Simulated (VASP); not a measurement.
# ZrH (I-4m2) in VASP: a series of runs, part 2 of 2

VASP 6.6.1. The steps go on from the part before.

## 4. Single point, r2SCAN

INCAR reads:

```
SYSTEM = ZrH
PREC = Accurate
ENCUT = 300
EDIFF = 1E-6
ISMEAR = 0
SIGMA = 0.05
LREAL = .FALSE.
LASPH = .TRUE.
NELM = 100
ALGO = Normal
ISIF = 2
LWAVE = .FALSE.
LCHARG = .FALSE.
METAGGA = R2SCAN
LMIXTAU = .TRUE.
NBANDS = 14
ADDGRID = .FALSE.
```

KPOINTS reads:

```
Automatic mesh
0
G
  3 3 3
  0 0 0
```

POSCAR reads:

```
ZrH
1.0
   -1.6439080000      1.6439080000      2.5043990000
    1.6439080000     -1.6439080000      2.5043990000
    1.6439080000      1.6439080000     -2.5043990000
Zr H
1 1
Direct
    0.0000000000      0.0000000000      0.0000000000
    0.7500000000      0.2500000000      0.5000000000
```

Potentials or basis: VASP PAW PBE potentials, release 64 (Zr_sv, H_s).

Command:

```console
$ cat potpaw_PBE.64/Zr_sv/POTCAR potpaw_PBE.64/H_s/POTCAR > POTCAR
$ mpirun -np 1 vasp_std > vasp.out
```

OUTCAR:

```text
SYSTEM = ZrH
   PREC = Accurate
   ENCUT = 300
   EDIFF = 1E-6
   ISMEAR = 0
   LREAL = .FALSE.
   LASPH = .TRUE.
   NELM = 100
   ISIF = 2
   METAGGA = R2SCAN

 Found      6 irreducible k-points:

 Following reciprocal coordinates:
            Coordinates               Weight
  0.000000  0.000000  0.000000      1.000000
  0.333333  0.000000  0.000000      8.000000
  0.333333  0.333333  0.000000      8.000000
 -0.333333  0.333333  0.000000      4.000000
 -0.333333  0.333333  0.333333      4.000000
 -0.333333 -0.333333  0.333333      2.000000
   k-points           NKPTS =      6   k-points in BZ     NKDIM =      6   number of bands    NBANDS=     14
   number of dos      NEDOS =    301   number of ions     NIONS =      2
   total plane-waves  NPLWV =   8000
   dimension x,y,z NGX =    20 NGY =   20 NGZ =   20
   dimension x,y,z NGXF=    40 NGYF=   40 NGZF=   40
   ions per type =               1   1
   NGX,Y,Z   is equivalent  to a cutoff of   9.73,  9.73,  9.73 a.u.
   NGXF,Y,Z  is equivalent  to a cutoff of  19.46, 19.46, 19.46 a.u.
 SYSTEM =  ZrH
   PREC   = accura    normal or accurate (medium, high low for compatibility)
   ISTART =      0    job   : 0-new  1-cont  2-samecut
   ICHARG =      2    charge: 1-file 2-atom 10-const
   ISPIN  =      1    spin polarized calculation?
   LNONCOLLINEAR =      F non collinear calculations
   LSORBIT =      F    spin-orbit coupling
   LASPH  =      T    aspherical Exc in radial PAW
   ENCUT  =  300.0 eV  22.05 Ry    4.70 a.u.   4.83  4.83  4.83*2*pi/ulx,y,z
   NELM   =    100;   NELMIN=  2; NELMDL= -5     # of ELM steps
   EDIFF  = 0.1E-05   stopping-criterion for ELM
   LREAL  =      F    real-space projection
   EDIFFG = 0.1E-04   stopping-criterion for IOM
   NSW    =      0    number of steps for IOM
   IBRION =     -1    ionic relax: 0-MD 1-quasi-New 2-CG
   NFREE  =      0    steps in history (QN), initial steepest desc. (CG)
   ISIF   =      2    stress and relaxation
   ISYM   =      2    0-nonsym 1-usesym 2-fastsym
   POTIM  = 0.5000    time-step for ionic-motion
   TEBEG  =    0.0;   TEEND  =   0.0 temperature during run
   PSTRESS=    0.0 pullay stress
   NELECT =      13.0000    total number of electrons
   NUPDOWN=      -1.0000    fix difference up-down
   EMIN   =  10.00;   EMAX   =-10.00  energy-range for DOS
   EFERMI =   0.00;   METHOD = LEGACY
   ISMEAR =     0;   SIGMA  =   0.05  broadening in eV -4-tet -1-fermi 0-gaus
   EFERMI_NEDOS =   21; number of points for ismear=-14 and -15
   IALGO  =     38    algorithm
   IMIX   =      4    mixing-type and parameters
     AMIX     =   0.40;   BMIX     =  1.00
[... 21 lines left out ...]
  ---------------------------------------------------
  ext. energy  EPLUGINS =         0.00000000
  ---------------------------------------------------
  free energy    TOTEN  =       -27.08435270 eV

  energy without entropy =      -27.08330790  energy(sigma->0) =      -27.08383030

 E-fermi :   7.9594     XC(G=0): -11.6733

 val. band max:        7.6211228884   @ k =  -0.3333  -0.3333   0.3333
 cond. band min:       7.9593580047   @ k =   0.0000   0.0000   0.0000
 fundamental gap:      0.3382351163
 Fermi energy:         7.9593580047

 k-point     1 :       0.0000    0.0000    0.0000
  band No.  band energies     occupation
      1     -42.9638      2.00000
      2     -19.9602      2.00000
      3     -19.9389      2.00000
      4     -19.9389      2.00000
      5      -0.6160      2.00000
      6       7.9594      1.00000
      7       8.6599      0.00000
      8       8.6600      0.00000
      9      10.2393      0.00000
     10      11.3375      0.00000
     11      11.7118      0.00000
     12      20.7264      0.00000
     13      22.4528      0.00000
     14      22.4528      0.00000
[... 71 lines left out ...]
      1     -42.8921      2.00000
      2     -20.4430      2.00000
      3     -20.0738      2.00000
      4     -20.0738      2.00000
      5       1.4789      2.00000
      6       5.2949      2.00000
      7       7.6211      2.00000
      8      10.9591      0.00000
      9      10.9591      0.00000
     10      12.1561      0.00000
     11      17.3141      0.00000
     12      19.3137      0.00000
     13      19.3137      0.00000
     14      20.5784      0.00000

------------------------ aborting loop because EDIFF is reached ----------------------------------------

  FORCE on cell =-STRESS in cart. coord.  units (eV):
  Direction    XX          YY          ZZ          XY          YZ          ZX
  --------------------------------------------------------------------------------------
  -------------------------------------------------------------------------------------
  Total       -0.2616173     -0.2616173     -0.1908770      0.0000000      0.0000000      0.0000000
  in kB      -15.4831213    -15.4831213    -11.2965468      0.0000000      0.0000000      0.0000000
  external PRESSURE =     -14.0875965 kB  Pullay stress =       0.0000000 kB

 VOLUME and BASIS-vectors are now :
 -----------------------------------------------------------------------------
  energy-cutoff  :      300.00
  volume of cell :       27.07
      direct lattice vectors                 reciprocal lattice vectors
    -1.643908000  1.643908000  2.504399000     0.000000000  0.304153274  0.199648698
     1.643908000 -1.643908000  2.504399000     0.304153274  0.000000000  0.199648698
     1.643908000  1.643908000 -2.504399000     0.304153274  0.304153274  0.000000000

 POSITION                                       TOTAL-FORCE (eV/Angst)
 -----------------------------------------------------------------------------------
      0.00000      0.00000      0.00000         0.000000     -0.000000      0.000000
     -0.00000      1.64391      1.25220        -0.000000      0.000000     -0.000000
 -----------------------------------------------------------------------------------
    total drift:                                0.000000     -0.000000     -0.000000

  FREE ENERGIE OF THE ION-ELECTRON SYSTEM (eV)
  ---------------------------------------------------
  free  energy   TOTEN  =       -27.0843526963 eV

  energy  without entropy=      -27.0833079008  energy(sigma->0) =      -27.08383030
```

It took 14 s on 1 thread of Intel Xeon 6975P-C (Granite Rapids), shared host; peak memory 0.12 GiB.

The run converged, but some of its settings lie outside the range that counts as converged, so its numbers aren't taken as properties of the crystal.

What came out:

```yaml
Free_energy: -27.0844 eV
Pressure: -1.4 GPa
Band_gap_on_the_k_mesh: none (metal or under the smearing width)
```

Caveat: the k mesh is coarse (spacing up to 0.90 Å⁻¹), so the values aren't converged; the PAW data sets were made with another functional, which shifts forces and pressure a little.
